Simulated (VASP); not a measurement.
Write the native input for VASP 6.6.1 that does the following.

```
Task                   : relaxation of shape and atoms at fixed volume
Functional             : PBEsol
Potentials or basis    : VASP PAW PBE potentials, release 64 (Mo_sv, P)
Cutoff                 : 600 eV
k mesh                 : 15 × 15 × 11
Occupations            : methfessel-paxton, width 0.1 eV
Spin                   : no spin polarisation
Further INCAR settings : ALGO = Fast; EDIFF = 1e-07; IBRION = 2; EDIFFG = -0.01; NSW = 40; ISIF = 4
```

The structure of MoP lies in POSCAR:

```
MoP                                     
1.0
    3.1430545593     -0.0000000000      0.0000000000
   -1.5715272796      2.7219650938     -0.0000000000
   -0.0000000000      0.0000000000      3.1085063622
  Mo              P             
     1     1
Direct
     0.0000000000000000    0.0000000000000000    0.0000000000000000
     0.3333333332999970    0.6666666667000030    0.5000000000000000
```

The cell isn't the ideal one: a relaxed cell with its volume scaled by 0.94.

The input as run:

INCAR

```
  PREC = Accurate
  ENCUT = 600
  EDIFF = 1E-7
  ISMEAR = 1
  SIGMA = 0.1
  LREAL = False
  LASPH = True
  NELM = 80
  ALGO = Fast
  ISIF = 4
  LWAVE = False
  LCHARG = False
  GGA = PS
  IBRION = 2
  NSW = 40
  EDIFFG = -0.01
```

KPOINTS

```
Automatic mesh
0
Gamma
  15 15 11
```

Potentials or basis: VASP PAW PBE potentials, release 64 (Mo_sv, P).

Command:

```console
$ cat potpaw_PBE.64/Mo_sv/POTCAR potpaw_PBE.64/P/POTCAR > POTCAR
$ mpirun -np 1 vasp_std > vasp.out
```

Results of the run:

```yaml
Energy_gained_by_relaxing: 1.6 meV/atom
Ionic_steps: 3
Pressure_after_relaxing: 16.5 GPa
Band_gap_on_the_k_mesh: none (metal or under the smearing width)
```

Caveat: the PAW data sets were made with another functional, which shifts forces and pressure a little.

Wall time 110 s on 1 thread of Intel(R) Xeon(R) Platinum 8488C (Sapphire Rapids), on a shared host, peak memory 0.22 GiB.
